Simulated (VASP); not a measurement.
# BN (P6_3/mmc) in VASP: G0W0 quasiparticle levels with PBE

Aim: the G0W0 quasiparticle levels of BN with PBE.

All numbers are computed with VASP 6.6.1; they aren't measurements. Logs are shortened: lines on timing, memory, paths and dates and some standing lists are left out, and cuts for length are marked.

## 1. The crystal as given

The structure is hexagonal, space group P6_3/mmc (No. 194). Conventional cell: a = 2.506 Å, b = 2.506 Å, c = 6.616 Å, α = 90.00°, β = 90.00°, γ = 120.00°. B (site symmetry -6m2) has 3 N at 1.45 Å as nearest neighbours. Around N (site symmetry -6m2) lie 3 B at 1.45 Å.

## 2. G0W0 quasiparticle levels, PBE

Contents of POSCAR:

```
BN
1.0
    2.5064230000      0.0000000000      0.0000000000
   -1.2532120000      2.1706260000      0.0000000000
    0.0000000000      0.0000000000      6.6156260000
B N
2 2
Direct
    0.3333333000      0.6666667000      0.2500000000
    0.6666667000      0.3333333000      0.7500000000
    0.3333333000      0.6666667000      0.7500000000
    0.6666667000      0.3333333000      0.2500000000
```

Contents of INCAR.step1:

```
PREC = Accurate ; ENCUT = 420
EDIFF = 1E-8 ; ISMEAR = 0
SIGMA = 0.01 ; LREAL = F
LASPH = T ; NELM = 60
ALGO = Normal ; LWAVE = T
LCHARG = F ; GGA = PE
```

Contents of INCAR.step2:

```
PREC = Accurate ; ENCUT = 420
EDIFF = 1E-8 ; ISMEAR = 0
SIGMA = 0.01 ; LREAL = F
LASPH = T ; NELM = 1
ALGO = Exact ; LWAVE = T
LCHARG = F ; GGA = PE
NBANDS = 288 ; LOPTICS = T
ISTART = 1
```

Contents of INCAR.step3:

```
PREC = Accurate ; ENCUT = 420
EDIFF = 1E-8 ; ISMEAR = 0
SIGMA = 0.01 ; LREAL = F
LASPH = T ; ALGO = EVGW0
LWAVE = F ; LCHARG = F
GGA = PE ; NELMGW = 1
NBANDS = 288 ; ENCUTGW = 200
NOMEGA = 60 ; PRECFOCK = Fast
ISTART = 1 ; NBANDSGW = 16
```

Contents of KPOINTS:

```
Automatic mesh
0
Gamma
  6 6 2
```

Potentials or basis: VASP PAW PBE potentials, release 64 (B_GW, N_GW).

Started as:

```console
cat potpaw_PBE.64/B_GW/POTCAR potpaw_PBE.64/N_GW/POTCAR > POTCAR
cp INCAR.step1 INCAR
mpirun -np 1 vasp_std > vasp.out
cp INCAR.step2 INCAR
mpirun -np 1 vasp_std > vasp.out
cp INCAR.step3 INCAR
mpirun -np 1 vasp_std > vasp.out
```

OUTCAR:

```text
PREC = Accurate
   ENCUT = 420
   EDIFF = 1E-8
   ISMEAR = 0
   LREAL = F
   LASPH = T
   GGA = PE
   NELMGW = 1
   ENCUTGW = 200
   PRECFOCK = Fast
   ISTART = 1

 ion  position               nearest neighbor table
   1  0.333  0.667  0.250-   4 1.45   4 1.45   4 1.45
   2  0.667  0.333  0.750-   3 1.45   3 1.45   3 1.45
   3  0.333  0.667  0.750-   2 1.45   2 1.45   2 1.45
   4  0.667  0.333  0.250-   1 1.45   1 1.45   1 1.45

  LATTYP: Found a hexagonal cell.
 ALAT       =     2.5064230000
 C/A-ratio  =     2.6394690760

  Lattice vectors:

 A1 = (   2.5064230000,   0.0000000000,   0.0000000000)
 A2 = (  -1.2532120000,   2.1706260000,   0.0000000000)
 A3 = (   0.0000000000,   0.0000000000,   6.6156260000)

Analysis of symmetry for initial positions (statically):
=====================================================================
 Subroutine PRICEL returns:
 Original cell was already a primitive cell.

 Routine SETGRP: Setting up the symmetry group for a
 hexagonal supercell.

 Subroutine GETGRP returns: Found 24 space group operations
 (whereof 12 operations were pure point group operations)
 out of a pool of 24 trial point group operations.

The static configuration has the point symmetry D_3d.
 The point group associated with its full space group is D_6h.

Analysis of symmetry for dynamics (positions and initial velocities):
=====================================================================
 Subroutine PRICEL returns:
 Original cell was already a primitive cell.

 Routine SETGRP: Setting up the symmetry group for a
 hexagonal supercell.

 Subroutine GETGRP returns: Found 24 space group operations
 (whereof 12 operations were pure point group operations)
 out of a pool of 24 trial point group operations.

The dynamic configuration has the point symmetry D_3d.
 The point group associated with its full space group is D_6h.

 Subroutine INISYM returns: Found 24 space group operations
 (whereof 12 operations are pure point group operations),
 and found     1 'primitive' translations

----------------------------------------------------------------------------------------

                                     Primitive cell

  volume of cell :      35.9924

[... 60 lines left out ...]
  0.166667  0.166667  0.500000      6.000000
  0.333333  0.166667  0.500000     12.000000
  0.333333  0.333333  0.500000      2.000000
   k-points           NKPTS =     14   k-points in BZ     NKDIM =     72   number of bands    NBANDS=    288
   number of dos      NEDOS =    301   number of ions     NIONS =      4
   total plane-waves  NPLWV =  15552
   dimension x,y,z NGX =    18 NGY =   18 NGZ =   48
   dimension x,y,z NGXF=    36 NGYF=   36 NGZF=   96
   ions per type =               2   2
   NGX,Y,Z   is equivalent  to a cutoff of  11.94, 11.94, 12.06 a.u.
   NGXF,Y,Z  is equivalent  to a cutoff of  23.88, 23.88, 24.12 a.u.
 SYSTEM =  unknown system
   PREC   = accura    normal or accurate (medium, high low for compatibility)
   ISTART =      1    job   : 0-new  1-cont  2-samecut
   ICHARG =      0    charge: 1-file 2-atom 10-const
   ISPIN  =      1    spin polarized calculation?
   LNONCOLLINEAR =      F non collinear calculations
   LSORBIT =      F    spin-orbit coupling
   LASPH  =      T    aspherical Exc in radial PAW
   ENCUT  =  420.0 eV  30.87 Ry    5.56 a.u.   4.19  4.19 11.05*2*pi/ulx,y,z
   NELM   =     60;   NELMIN=  2; NELMDL=  0     # of ELM steps
   EDIFF  = 0.1E-07   stopping-criterion for ELM
   LREAL  =      F    real-space projection
   EDIFFG = 0.1E-06   stopping-criterion for IOM
   NSW    =      0    number of steps for IOM
   IBRION =     -1    ionic relax: 0-MD 1-quasi-New 2-CG
   NFREE  =      0    steps in history (QN), initial steepest desc. (CG)
   ISIF   =      0    stress and relaxation
   ISYM   =      3    0-nonsym 1-usesym 2-fastsym
   POTIM  = 0.5000    time-step for ionic-motion
   TEBEG  =    0.0;   TEEND  =   0.0 temperature during run
   PSTRESS=    0.0 pullay stress
   NELECT =      16.0000    total number of electrons
   NUPDOWN=      -1.0000    fix difference up-down
   EMIN   =  10.00;   EMAX   =-10.00  energy-range for DOS
   EFERMI =   0.00;   METHOD = LEGACY
   ISMEAR =     0;   SIGMA  =   0.01  broadening in eV -4-tet -1-fermi 0-gaus
   EFERMI_NEDOS =   21; number of points for ismear=-14 and -15
   IALGO  =     38    algorithm
   IMIX   =      4    mixing-type and parameters
     AMIX     =   0.40;   BMIX     =  1.00
     AMIX_MAG =   1.60;   BMIX_MAG =  1.00
  volume/ion in A,a.u.               =       9.00        60.72
  Fermi-wavevector in a.u.,A,eV,Ry     =   1.249428  2.361077 21.239666  1.561071
  Thomas-Fermi vector in A             =   2.383469
   LORBIT       =      0    0 simple, 1 ext, 2 COOP (PROOUT), +10 PAW based schemes
   GGA     = PE    functional components
   LHFCALC =     T    Hartree Fock is set to
   PRECFOCK=fast      Normal, Fast or Accurate (Low or Medium for compatibility)
   ENCUT4O =  -1.0   cutoff for four orbital integrals eV
   NKREDX  =     1    reduce k-point grid by
   NKREDY  =     1    reduce k-point grid by
   NKREDZ  =     1    reduce k-point grid by
   AEXX    =    1.0000 exact exchange contribution
   HFSCREEN=    0.0000 screening length (either q_TF or 0.3 A-1)
   HFSCREENC=   0.0000 screening length for correlation (either q_TF or 0.3 A-1)
   ENCUTFOCK=  -1.0 apply spherical cutoff to Coloumb kernel
   IVDW    =     0    specifies the selected vdW correction
   LEPSILON=     F    determine dielectric tensor
   LRPA    =     F    only Hartree local field effects (RPA)
   LRPAFORCE           =     F    calculate RPA forces
   ENCUTGW             = 200.0    cutoff for response function in eV
   ENCUTGWSOFT         = 160.0    soft cutoff for Coulomb kernel in GW response function in eV
   ENCUTLF             =  -1.0    cutoff for local field effects
   NELMGW              =     1    number of iterations in solving QP/BSE equation
   NELMHF              =     1    number of iterations in the inner HF iteration
   NKREDLFX            =     1    NKREDLFY  =   1   NKREDLFZ  =   1
 non-spin polarized calculation
 Gauss-broadening in eV      SIGMA  =   0.01
  energy-cutoff  :      420.00
  volume of cell :       35.99
 maximum number of plane-waves:       724
 NGX is ok and might be reduce to    18
  NGX = 10; NGY = 10; NGZ = 28
   NGX =  9   NGY =  9   NGZ = 23
 maximum number of plane-waves:       240

 QP shifts <psi_nk| G(iteration)W_0 |psi_nk>: iteration 1
 for sc-GW calculations column KS-energies equals QP-energies in previous step
 and V_xc(KS)=  KS-energies - (<T + V_ion + V_H > + <T+V_H+V_ion>^1  + <V_x>^1)

 k-point   1 :       0.0000    0.0000    0.0000
  band No.  KS-energies  QP-energies   sigma(KS)   V_xc(KS)     V^pw_x(r,r')   Z            occupation Imag(sigma)

      1     -15.4621     -17.4837     -18.7174     -15.9383     -26.6069       0.7274       2.0000       1.2942
      2     -15.1601     -17.1603     -19.0309     -16.2785     -26.8708       0.7267       2.0000       1.2251
      3      -3.8821      -5.2936     -14.3086     -12.3408     -18.2379       0.7173       2.0000       0.3282
      4      -1.7104      -3.0134     -16.1827     -14.4216     -19.5379       0.7399       2.0000       0.1764
      5       1.0045      -0.3001     -19.7872     -18.1423     -22.6054       0.7931       2.0000       0.0974
      6       1.0045      -0.3001     -19.7872     -18.1423     -22.6054       0.7931       2.0000       0.0974
[... 255 lines left out ...]
      2     -11.6518     -13.6854     -20.1830     -17.6356     -27.1728       0.7983       2.0000       1.0394
      3      -5.5434      -7.0626     -17.6578     -15.5816     -21.9794       0.7317       2.0000       0.2439
      4      -5.5434      -7.0626     -17.6578     -15.5816     -21.9794       0.7317       2.0000       0.2439
      5      -4.8193      -6.5731     -18.2370     -15.8676     -22.4924       0.7402       2.0000       0.1963
      6      -4.8193      -6.5731     -18.2370     -15.8676     -22.4924       0.7402       2.0000       0.1963
[... 8 lines left out ...]
     15      19.9701      20.9779     -11.5863     -12.8512      -5.8524       0.7968       0.0000      -0.3236
     16      19.9701      20.9779     -11.5863     -12.8512      -5.8524       0.7968       0.0000      -0.3236
```

OUTCAR.step1:

```text
PREC = Accurate
   ENCUT = 420
   EDIFF = 1E-8
   ISMEAR = 0
   LREAL = F
[... 429 lines left out ...]
     -0.00000      1.44708      1.65391        -0.000000      0.000000      0.000000
      1.25321      0.72354      4.96172         0.000000     -0.000000      0.000000
     -0.00000      1.44708      4.96172        -0.000000      0.000000      0.000000
      1.25321      0.72354      1.65391         0.000000     -0.000000      0.000000
 -----------------------------------------------------------------------------------
    total drift:                               -0.000062      0.000036     -0.000015

  FREE ENERGIE OF THE ION-ELECTRON SYSTEM (eV)
  ---------------------------------------------------
  free  energy   TOTEN  =       -35.1054200337 eV

  energy  without entropy=      -35.1054200337  energy(sigma->0) =      -35.10542003
```

OUTCAR.step2:

```text
PREC = Accurate
   ENCUT = 420
   EDIFF = 1E-8
   ISMEAR = 0
   LREAL = F
[... 877 lines left out ...]
     0.00000     4.81213     4.81213     3.03248    -0.00000     0.00000     0.00000
     2.88776     5.66427     5.66427     3.23410    -0.00000     0.00000     0.00000
     5.77552     4.14052     4.14052     3.66644    -0.00000     0.00000     0.00000
     8.66329     1.46844     1.46844     5.64676    -0.00000     0.00000     0.00000
    11.55105     3.95306     3.95306     0.43050    -0.00000     0.00000     0.00000
    14.43881    -1.79104    -1.79104    -2.10549     0.00000     0.00000     0.00000
[... 92 lines left out ...]
   283.00069     0.99212     0.99212     0.99222     0.00000    -0.00000    -0.00000
   285.88846     0.99228     0.99228     0.99238     0.00000    -0.00000    -0.00000
```

Run time: 6.3 min. Hardware: 1 thread of Intel Xeon Platinum 8488C (Sapphire Rapids), shared host; peak memory 0.55 GiB.

What came out:

```yaml
Band_gap_on_the_k_mesh_mean-field_level: 4.27 eV, indirect (least direct gap 4.64 eV)
Quasiparticle_gap: 5.90 eV
Least_direct_quasiparticle_gap: 6.36 eV
```

Caveat: the k mesh is coarse (spacing up to 0.48 Å⁻¹), so the values aren't converged; bands, screening cutoff and mesh are small and nothing is extrapolated, so the quasiparticle values aren't converged. A k mesh can miss the band edges.
